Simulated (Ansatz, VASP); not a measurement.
# Two plane-wave programs on Ba

```
Ba
1.0
    -2.37894    2.37894    2.37894
     2.37894   -2.37894    2.37894
     2.37894    2.37894   -2.37894
Ba
1
Direct
  0.00000 0.00000 0.00000
```

Alike in both runs: task single point; functional LDA; k mesh 9 × 9 × 9; occupations methfessel-paxton of order 1, width 1 eV; no spin polarisation.

```csv
,VASP,Ansatz
version,VASP 6.6.1,Ansatz 0.2.0
potentials or method,"VASP PAW LDA potentials, release 64 (Ba_sv)","plane waves (420 eV) with PAW, scalar-relativistic"
plane-wave cutoff (eV),520,420
valence electrons in the cell,10,10
```

Ansatz gave:

- pressure (GPa): 0.0

Estimate VASP's values.

pressure (GPa): 0.1.

Ansatz warned: «pseudo_functional_mismatch».

Spin-orbit coupling is left out, which matters for the levels of Ba.
